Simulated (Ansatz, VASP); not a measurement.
# Al96CN95 (C_N) in two plane-wave programs, part 2 of 2

One calculation is typed for both programs; each brings its own data sets. How far apart do they land? The cell is taken from a series of runs on this material, whose earlier steps may have relaxed, scaled, displaced or heated it; both programs get it as it stands.

VASP 6.6.1 and Ansatz 0.2.0.

So far. Step 2 (VASP: single point, LDA): The run ends at a pressure of 1.88 GPa, with forces up to 2.8 eV/Å.

### 3. Ansatz: single point, LDA

Level of this step: Ansatz beside VASP: Kohn-Sham DFT, plane waves, LDA (Ansatz).

Ansatz runs on its default PAW (the set named soft_2) files.

The same cell, functional (in two slightly different forms), mesh and smearing now go to Ansatz.

The input, input.yaml:

```yaml
crystal:
  lattice:
    - [12.35508456, 0.0, 0.0]
    - [-6.17754228, 10.6998171, 0.0]
    - [0.0, 0.0, 14.82981436]
  atoms:
    - { symbol: Al, position: [0.16471636975, 0.08186233267, 0.16466855331] }
    - { symbol: Al, position: [0.0815322528, 0.16621341129, 0.33193855852] }
    - { symbol: "N", position: [0.08247620398, 0.16621632299, 0.1264375351] }
    - { symbol: "N", position: [0.16335230553, 0.08092242045, 0.29208849076] }
    - { symbol: Al, position: [0.15880664317, 0.08266353327, 0.49719005954] }
    - { symbol: Al, position: [0.08291257847, 0.16771265616, 0.66586591854] }
    - { symbol: "N", position: [0.07910468731, 0.16760160464, 0.45907211343] }
    - { symbol: "N", position: [0.16624098017, 0.08405158801, 0.62568241874] }
    - { symbol: Al, position: [0.16668168737, 0.08368224524, 0.83238042358] }
    - { symbol: Al, position: [0.08267468916, 0.16642287953, 0.999056168] }
    - { symbol: "N", position: [0.08318182822, 0.16691021921, 0.79323999722] }
    - { symbol: "N", position: [0.16619820168, 0.08310708089, 0.95992309798] }
    - { symbol: Al, position: [0.16594805152, 0.33281032699, 0.16602791357] }
    - { symbol: Al, position: [0.08274282213, 0.41638845736, 0.33268245579] }
    - { symbol: "N", position: [0.08281048982, 0.41621428064, 0.12675110931] }
    - { symbol: "N", position: [0.16614266114, 0.33285476285, 0.29348708136] }
    - { symbol: Al, position: [0.16627263994, 0.33395589109, 0.49937426115] }
    - { symbol: Al, position: [0.08303821193, 0.41724358911, 0.66593044614] }
    - { symbol: "N", position: [0.08310521521, 0.41734097992, 0.46003708354] }
    - { symbol: "N", position: [0.16667696923, 0.3340755545, 0.62683957923] }
    - { symbol: Al, position: [0.16617332429, 0.33362562498, 0.83292800331] }
    - { symbol: Al, position: [0.08281487037, 0.41653325559, 0.99937435215] }
    - { symbol: "N", position: [0.08300206929, 0.41690533406, 0.79334698353] }
    - { symbol: "N", position: [0.16613999201, 0.33311876819, 0.96031132413] }
    - { symbol: Al, position: [0.16606338022, 0.58283986889, 0.16592135198] }
    - { symbol: Al, position: [0.08270371608, 0.66613611804, 0.33259492808] }
    - { symbol: "N", position: [0.08266857549, 0.66606427705, 0.12653788826] }
    - { symbol: "N", position: [0.16614137008, 0.58293244703, 0.29331476141] }
    - { symbol: Al, position: [0.16638710697, 0.58386538244, 0.49922363125] }
    - { symbol: Al, position: [0.08321835086, 0.66719984417, 0.66570222856] }
    - { symbol: "N", position: [0.08338852782, 0.66750575237, 0.45995243145] }
    - { symbol: "N", position: [0.16657051702, 0.58391905032, 0.62666938342] }
    - { symbol: Al, position: [0.16630132535, 0.58355175989, 0.83262459215] }
    - { symbol: Al, position: [0.08283443235, 0.66641020102, 0.99912832399] }
    - { symbol: "N", position: [0.08312173843, 0.66699880822, 0.79311935053] }
    - { symbol: "N", position: [0.16617476097, 0.58313647997, 0.95999866638] }
    - { symbol: Al, position: [0.16590405332, 0.83254915083, 0.16560670118] }
    - { symbol: Al, position: [0.08101693823, 0.91454758387, 0.33206781281] }
    - { symbol: "N", position: [0.08219285371, 0.91542219329, 0.12618261968] }
    - { symbol: "N", position: [0.16604409165, 0.83282687049, 0.29311957864] }
    - { symbol: Al, position: [0.16688668224, 0.8345633268, 0.49876066352] }
    - { symbol: Al, position: [0.0831798139, 0.91693056606, 0.66541043864] }
    - { symbol: "N", position: [0.08093726943, 0.91556031394, 0.45939606624] }
    - { symbol: "N", position: [0.16660635584, 0.83401127745, 0.62617972292] }
    - { symbol: Al, position: [0.16641541684, 0.83359026934, 0.83214196645] }
    - { symbol: Al, position: [0.08266957314, 0.91616050117, 0.99880956325] }
    - { symbol: "N", position: [0.08320034732, 0.91718498155, 0.79286607729] }
    - { symbol: "N", position: [0.16619690196, 0.83313345319, 0.95957624943] }
    - { symbol: Al, position: [0.41643956863, 0.08185021549, 0.16464281959] }
    - { symbol: Al, position: [0.329335356, 0.15920719526, 0.3286931187] }
    - { symbol: "N", position: [0.33226049577, 0.16522974553, 0.12702193258] }
    - { symbol: "N", position: [0.4169231584, 0.08088702682, 0.29204432266] }
    - { symbol: Al, position: [0.42314395065, 0.08273119508, 0.49702263737] }
    - { symbol: Al, position: [0.33370151489, 0.16827286199, 0.66446336353] }
    - { symbol: C, position: [0.33423381811, 0.16948278431, 0.46382799364] }
    - { symbol: "N", position: [0.41697282753, 0.08412457465, 0.62552889688] }
    - { symbol: Al, position: [0.41622745606, 0.08369237491, 0.83239389566] }
    - { symbol: Al, position: [0.33276349345, 0.16627442003, 0.99918368936] }
    - { symbol: "N", position: [0.333006815, 0.16678236094, 0.7924406468] }
    - { symbol: "N", position: [0.41616672926, 0.08310507814, 0.95992721324] }
    - { symbol: Al, position: [0.41543101784, 0.33158032169, 0.16621198092] }
    - { symbol: Al, position: [0.33219960436, 0.41548024523, 0.33393613679] }
[... 14 lines left out ...]
    - { symbol: "N", position: [0.41589661297, 0.58171061215, 0.29351753583] }
    - { symbol: Al, position: [0.41672094422, 0.58495405911, 0.4999338964] }
    - { symbol: Al, position: [0.333048697, 0.66742704524, 0.66626626619] }
    - { symbol: "N", position: [0.33297989415, 0.66690044263, 0.45985457139] }
    - { symbol: "N", position: [0.41668459011, 0.58462104058, 0.6272386621] }
    - { symbol: Al, position: [0.41642173088, 0.58384339744, 0.83320097834] }
    - { symbol: Al, position: [0.33277471475, 0.66634679536, 0.99930628051] }
    - { symbol: "N", position: [0.33301660586, 0.66701632612, 0.79356155559] }
    - { symbol: "N", position: [0.41618330645, 0.58303622622, 0.96050995192] }
    - { symbol: Al, position: [0.41620353259, 0.83235825684, 0.16556710894] }
    - { symbol: Al, position: [0.33279147591, 0.91452204443, 0.33201994084] }
    - { symbol: "N", position: [0.33249145613, 0.91540479587, 0.12617886771] }
    - { symbol: "N", position: [0.41638002226, 0.831971031, 0.29288341563] }
    - { symbol: Al, position: [0.41692651354, 0.83286164688, 0.4992608534] }
    - { symbol: Al, position: [0.33295008693, 0.91696438709, 0.6653576467] }
    - { symbol: "N", position: [0.33384949119, 0.91560643346, 0.45935669301] }
    - { symbol: "N", position: [0.41662426342, 0.8339472233, 0.62659726422] }
    - { symbol: Al, position: [0.41639870121, 0.83363524939, 0.83246842259] }
    - { symbol: Al, position: [0.33274268847, 0.91615227678, 0.998815026] }
    - { symbol: "N", position: [0.33323208676, 0.91722299755, 0.79282301753] }
    - { symbol: "N", position: [0.41615964693, 0.83305021811, 0.95981869142] }
    - { symbol: Al, position: [0.66630461834, 0.08263876257, 0.16547218752] }
    - { symbol: Al, position: [0.58401837297, 0.16623202491, 0.33188722083] }
    - { symbol: "N", position: [0.58303687919, 0.16622708213, 0.12642760831] }
    - { symbol: "N", position: [0.66641534149, 0.08247088623, 0.29267728229] }
    - { symbol: Al, position: [0.66800907313, 0.08326545076, 0.49926011971] }
    - { symbol: Al, position: [0.58400008825, 0.16774609361, 0.66581686275] }
    - { symbol: "N", position: [0.58776719657, 0.16764945856, 0.4590296865] }
    - { symbol: "N", position: [0.66659573455, 0.08368459774, 0.62668270071] }
    - { symbol: Al, position: [0.66633991696, 0.08341778958, 0.83248401766] }
    - { symbol: Al, position: [0.5830138637, 0.16642945245, 0.9990540611] }
    - { symbol: "N", position: [0.58292774183, 0.16690173262, 0.79319549854] }
    - { symbol: "N", position: [0.66619671194, 0.08313840629, 0.9598113794] }
    - { symbol: Al, position: [0.6661483026, 0.33282474252, 0.16601573502] }
    - { symbol: Al, position: [0.58259174765, 0.41551169027, 0.3339382418] }
    - { symbol: "N", position: [0.58190000451, 0.41546625768, 0.12719925889] }
    - { symbol: "N", position: [0.66601695519, 0.33287790965, 0.29347429253] }
    - { symbol: Al, position: [0.66699736, 0.33400827158, 0.49936006153] }
    - { symbol: Al, position: [0.5848382153, 0.4185136022, 0.66741319798] }
    - { symbol: "N", position: [0.58501365671, 0.41915324184, 0.46099901381] }
    - { symbol: "N", position: [0.66665196881, 0.33410027265, 0.62682325266] }
    - { symbol: Al, position: [0.66669243664, 0.33362337113, 0.83291365356] }
    - { symbol: Al, position: [0.58255368365, 0.41621093491, 0.99934605546] }
    - { symbol: "N", position: [0.58376781431, 0.41729178016, 0.79441262037] }
    - { symbol: "N", position: [0.66623516024, 0.33311589202, 0.9602968485] }
    - { symbol: Al, position: [0.66568006136, 0.58246122726, 0.16612035179] }
    - { symbol: Al, position: [0.58257010071, 0.66586894501, 0.33278228756] }
    - { symbol: "N", position: [0.58260782854, 0.6659553406, 0.12686033012] }
    - { symbol: "N", position: [0.66510192429, 0.58173295961, 0.29351369825] }
    - { symbol: Al, position: [0.66751302504, 0.58497379875, 0.49993431882] }
    - { symbol: Al, position: [0.58328650651, 0.66734426709, 0.66648542669] }
    - { symbol: "N", position: [0.58312810353, 0.667005009, 0.46029246658] }
    - { symbol: "N", position: [0.66716217869, 0.58462081705, 0.62724245573] }
    - { symbol: Al, position: [0.66665939735, 0.58384381786, 0.83320346486] }
    - { symbol: Al, position: [0.58286735782, 0.6664862259, 0.99953699469] }
    - { symbol: "N", position: [0.58303408225, 0.66683005693, 0.79379608686] }
    - { symbol: "N", position: [0.66610479866, 0.58303904393, 0.96051285258] }
    - { symbol: Al, position: [0.6659585446, 0.83265320265, 0.16580196986] }
    - { symbol: Al, position: [0.58296484592, 0.91604401816, 0.3323142451] }
    - { symbol: "N", position: [0.58275420642, 0.91604487829, 0.12634486773] }
    - { symbol: "N", position: [0.66581665958, 0.83236298405, 0.29319231909] }
    - { symbol: Al, position: [0.66631004214, 0.83338840409, 0.49938627246] }
    - { symbol: Al, position: [0.58321230816, 0.91707500609, 0.66604890862] }
    - { symbol: "N", position: [0.58332848935, 0.91670582437, 0.45986201027] }
    - { symbol: "N", position: [0.66650937465, 0.83381348421, 0.62678989261] }
    - { symbol: Al, position: [0.66636382051, 0.83349906031, 0.83270994691] }
    - { symbol: Al, position: [0.58285772445, 0.91639861787, 0.99902828738] }
    - { symbol: "N", position: [0.5830528398, 0.91684010481, 0.79334540335] }
    - { symbol: "N", position: [0.6661491739, 0.83305549232, 0.95999906916] }
    - { symbol: Al, position: [0.91562308349, 0.08264054521, 0.16548291884] }
    - { symbol: Al, position: [0.83279241983, 0.16627748089, 0.332300839] }
    - { symbol: "N", position: [0.83283217555, 0.16638076335, 0.12630608819] }
    - { symbol: "N", position: [0.91537605962, 0.08247522405, 0.29269025671] }
    - { symbol: Al, position: [0.91449303773, 0.08325095922, 0.49927617328] }
    - { symbol: Al, position: [0.83319349796, 0.16718294575, 0.6661152168] }
    - { symbol: "N", position: [0.83320575473, 0.16716402535, 0.45966062483] }
    - { symbol: "N", position: [0.91626642085, 0.0836725824, 0.62669963721] }
    - { symbol: Al, position: [0.91629732894, 0.08341546779, 0.83250087068] }
    - { symbol: Al, position: [0.83290995944, 0.16656798026, 0.99900587288] }
    - { symbol: "N", position: [0.83306537431, 0.16691132377, 0.79339754074] }
    - { symbol: "N", position: [0.91618757105, 0.08313519693, 0.95982669944] }
    - { symbol: Al, position: [0.91608917676, 0.33289903461, 0.16586364064] }
    - { symbol: Al, position: [0.83294741385, 0.41640392078, 0.33267761853] }
    - { symbol: "N", position: [0.83268662718, 0.41621940261, 0.12674580661] }
    - { symbol: "N", position: [0.91612435569, 0.33296157919, 0.29327367743] }
    - { symbol: Al, position: [0.91648941788, 0.33369755366, 0.49912878717] }
    - { symbol: Al, position: [0.8334575021, 0.41725107769, 0.66592863358] }
    - { symbol: "N", position: [0.83353664556, 0.41735629371, 0.4600310391] }
    - { symbol: "N", position: [0.91645163202, 0.33366335856, 0.62660979453] }
    - { symbol: Al, position: [0.91641562836, 0.3335857773, 0.83263681185] }
    - { symbol: Al, position: [0.83297760613, 0.41653272837, 0.99936901089] }
    - { symbol: "N", position: [0.83314523814, 0.41690353358, 0.7933440789] }
    - { symbol: "N", position: [0.91626583989, 0.3332748434, 0.95998636812] }
    - { symbol: Al, position: [0.91605005781, 0.58284556498, 0.1659218078] }
    - { symbol: Al, position: [0.83207561792, 0.66563292494, 0.33244975264] }
    - { symbol: "N", position: [0.83228998244, 0.66571755492, 0.12668139112] }
    - { symbol: "N", position: [0.91606750891, 0.58294300279, 0.29331473893] }
    - { symbol: Al, position: [0.91674112056, 0.5838820538, 0.49922255671] }
    - { symbol: Al, position: [0.83360064861, 0.66741474654, 0.66627575089] }
    - { symbol: "N", position: [0.83317827652, 0.66690124307, 0.45985571176] }
    - { symbol: "N", position: [0.91658553286, 0.5839227158, 0.62666987092] }
    - { symbol: Al, position: [0.91649402518, 0.58355197696, 0.83262721293] }
    - { symbol: Al, position: [0.83282479552, 0.66634570212, 0.99931199334] }
    - { symbol: "N", position: [0.83323344844, 0.6670061498, 0.79357015286] }
    - { symbol: "N", position: [0.91621652482, 0.58313804962, 0.95999997436] }
    - { symbol: Al, position: [0.91543306633, 0.83237324786, 0.16557546409] }
    - { symbol: Al, position: [0.8323531508, 0.91604518724, 0.33232454476] }
    - { symbol: "N", position: [0.83255294101, 0.91604631433, 0.12635390392] }
    - { symbol: "N", position: [0.91488810647, 0.83199850959, 0.29289091531] }
    - { symbol: Al, position: [0.91515892453, 0.83284175443, 0.49927834028] }
    - { symbol: Al, position: [0.83306910358, 0.91706428931, 0.66606100743] }
    - { symbol: "N", position: [0.83259660781, 0.91669094382, 0.45987260809] }
    - { symbol: "N", position: [0.91650654574, 0.83391799975, 0.62661689185] }
    - { symbol: Al, position: [0.91645736425, 0.83362281592, 0.83248718413] }
    - { symbol: Al, position: [0.83278496568, 0.91639689475, 0.9990380722] }
    - { symbol: "N", position: [0.83301547271, 0.91683596461, 0.79335851134] }
    - { symbol: "N", position: [0.91613494992, 0.8330489091, 0.95983693733] }
  host:
    repeats: [4, 4, 3]
    atoms:
      - { symbol: Al, position: [0.66666667, 0.33333333, 0.49700755] }
      - { symbol: Al, position: [0.33333333, 0.66666667, 0.99700755] }
      - { symbol: "N", position: [0.33333333, 0.66666667, 0.37899245] }
      - { symbol: "N", position: [0.66666667, 0.33333333, 0.87899245] }
total_charge: -1
basis:
  ecutwfc: 420
  xc_grid: 2
hamiltonian:
  xc: lda
kpoints:
  mp_grid: { grid: [1, 1, 1] }
scf:
  occupations: { method: fermi_dirac, width: 0.01 }
  max_iter: 60
output:
  forces: true
  charged_corrections:
    epsilon: [4.5, 4.5, 4.73]
    static_epsilon: [8.21, 8.21, 9.77]
    defect_position: [0.333333, 0.166667, 0.459664]
checkpoint:
  read: "../qm1.relax_smeared.run"
  write: "../cc0.qm1.l1.3.run"
  compress: false
  write_wavefunctions: false
  write_every: 100000
```

The run is started by

```console
> ansatz run input.yaml --threads 4 --pin off --max-ram 14131MiB --backend cpu --events-out ev --progress --plain --runs-dir out
```

Numbers of over 12 decimals in the logs are rounded to 6 here.

The program printed:

```text
Warning: checkpoint.read: the run can stay near the saved state's solution: 192 site(s) moved relative to the saved geometry (max |Δs| = 7.369e-3 fractional); the SCF starts from the saved state under `checkpoint.density_extrapolation: transplant`, in force with no word given; its orbitals are not used off its sites. A run without `checkpoint.read` takes nothing of the state. A lower free energy from it at the same positions (and U, V and field ramp, if any) shows a solution that this start missed, and an equal or higher one rules none out (checkpoint.read, Limitations, in the input reference)
Engine: ansatz 0.2.0, aarch64-unknown-linux-gnu
Pseudopotentials: kind: paw
Pseudopotential: Al, paw, valence charge 3, recommended cutoff 420 eV (normal), Al.paw.azcp
Pseudopotential: N, paw, valence charge 5, recommended cutoff 420 eV (normal), N.paw.azcp
Pseudopotential: C, paw, valence charge 4, recommended cutoff 420 eV (normal), C.paw.azcp
Functional definition: SPW92
  exchange = slater_x
  correlation = pw_c
Crystal: 192 atoms, lattice volume = 1960.459 Å³
Basis set: ecut = 420 eV, 38359 PW (Γ), exchange–correlation on 180×180×200 points (8 copies of the dense FFT grid, shifted against one another)
Bands: 576, of which v1, the nominal top of the filled ones, is band 384 counted from 1 (383 counted from 0)
Symmetry: 1 space group operations
Space group: P1 (ITA 1), of the structure as read, at distance tolerance 1.3e-4 Å
k-points: 1
Non-local potential: Al, projectors of the file, l = 0: 2, l = 1: 2, l = 2: 1
Non-local potential: N, projectors of the file, l = 0: 2, l = 1: 2, l = 2: 1
Non-local potential: C, projectors of the file, l = 0: 2, l = 1: 2, l = 2: 1
PAW form: soft (Blöchl's): semilocal exchange-correlation on the pseudo side does not see the compensation charge
[...]
SCF iter   7: F=—  HF=-85279.901826 eV  |F-HF|=—  |Δ(HF+E_count)|=   1.38e-6  Δρ=2.77e-6  dr2=5.02e-7  ethr=7.26e-10  ⟨swp⟩=2.0  Hψ=754  notcnv=0  defer=54
SCF iter   8: F=-85279.901826 eV  HF=-85279.901826 eV  |F-HF|=2.29e-8  |Δ(HF+E_count)|=   1.46e-7  Δρ=9.27e-7  dr2=2.71e-8  ethr=1.30e-11  ⟨swp⟩=11.0  Hψ=1673  notcnv=0
SCF 1 converged in 8 iterations: F = -85279.901826 eV  dr2 = 2.71e-8
[...]
atom 117  Al    -0.05361396    -0.09489484    -0.06611809
  atom 118  Al    -0.00197851    -0.03933695     0.13459713
  atom 119  N      0.09077399     0.09530170     0.16945583
  atom 120  N      0.05879605     0.03689537    -0.02380121
  atom 121  Al    -0.03907813    -0.15831596     0.15286462
  atom 122  Al    -0.00088501    -0.15046190     0.05805821
  atom 123  N      0.00022408     0.07316437    -0.10261736
  atom 124  N      0.09632968     0.22244554    -0.12757542
[...]
atom 189  Al     0.10565663     0.06324934    -0.09023627
  atom 190  Al     0.02100761     0.01074895     0.02495446
  atom 191  N     -0.05467343    -0.03065446     0.09381989
  atom 192  N     -0.05162906    -0.02817709     0.00701031
  max |Σ_I F_I| component: 3.43e-6 eV/Å
--- Charged-cell corrections in eV (Makov–Payne, q = -1.000 e, ε = [4.500, 4.500, 4.730] of the electrons, [8.210, 8.210, 9.770] with the ions) ---
  F (periodic)     = -85279.901826  (uncorrected; the corrections below are reported, never added to it)
  E_corr1          = +0.353074  (monopole, q²α_M/2ε̄L, of the cell on which ε is isotropic)
  F Makov-Payne    = n/a  (the rows are of the electrons' constant alone; ansatz place-levels tells what screens the charge)
  no potential alignment in this run, which stands beside a crystal: run the host's input off ansatz write-host-input, and read the two finished runs by ansatz place-levels (neither reads a slab, a wire or a sheet, whose cell leaves a vacuum)
--- Band table (eV) ---
  k-point 0: bands = [... 380 lower, 7.0593, 8.7393, 8.7631, 9.1870, 11.5035, 11.9454, 11.9720, 11.9757, ... 57 higher]
```

The column dr2 measures how far the density is from self-consistency, as an energy; F and HF (Harris–Foulkes) agree once it is small.

### 4. Comparison

Known differences besides the potentials themselves: the two LDA forms differ slightly; the cutoff is 420 eV in Ansatz and 520 eV in VASP (PREC = Accurate, projectors in real space); VASP's log shows a relativistic correction to its local exchange, Ansatz's none. Total energies have different zeros and are not compared.

Both answers:

```csv
quantity,Ansatz,VASP,difference
gap on the k mesh (eV),2.317,2.328,-0.011
```

Forces on 10 of the 192 atoms, those with the largest forces and the largest differences (eV/Å; atoms numbered as in POSCAR):

```csv
atom,"Ansatz x, y, z","VASP x, y, z"
Al3,"2.368, 0.785, 0.135","2.368, 0.780, 0.138"
Al26,"-0.021, 1.100, 2.567","-0.021, 1.103, 2.572"
Al27,"-2.395, 0.785, 0.157","-2.396, 0.782, 0.160"
Al33,"-0.014, -1.907, -1.050","-0.015, -1.901, -1.049"
N100,"-0.886, -0.371, 0.959","-0.886, -0.371, 0.953"
N123,"0.897, -0.377, 0.976","0.896, -0.377, 0.971"
N127,"0.003, 0.730, -1.398","0.003, 0.726, -1.398"
N128,"-0.423, 0.704, 0.134","-0.417, 0.698, 0.136"
N152,"0.424, 0.696, 0.130","0.418, 0.690, 0.132"
C192,"0.030, -0.491, -0.727","0.033, -0.508, -0.733"
```

The forces differ by 1.8 meV/Å r.m.s., which is 0.6 % of the r.m.s. force of 0.301 eV/Å (both taken over all components). A gap on the mesh is an upper bound, since the band edges may lie between its points. The cell carries a charge of -1 e against a uniform background, so its pressure also hangs on how the neutralising background is counted, and in a defect's cell a gap may be the spacing between its levels.

### 5. Summary of results

| Item | Value |
| --- | --- |
| r.m.s. force difference (single point, LDA) | 0.59 % of the r.m.s. force |

In words: The r.m.s. force difference is 0.59 % of the r.m.s. force (single point, LDA), within the 3 % picked in this series as the mark of a large difference. Such differences can come from data sets, numerical settings and the points named under the comparisons, not from the functional's error against experiment.

[Lines on the potential files, build, host, timing and source positions are cut from VASP's logs without a mark.]

[Logs are printed without paths, hosts, clocks, repeated set-up lines and the standing remarks that a program may print on its own settings, such as how far it seeks lower states.]

[Hosts, paths, dates, database ids (printed as entryN), source tags and the programs' standing remarks are cut or masked in the printed files.]
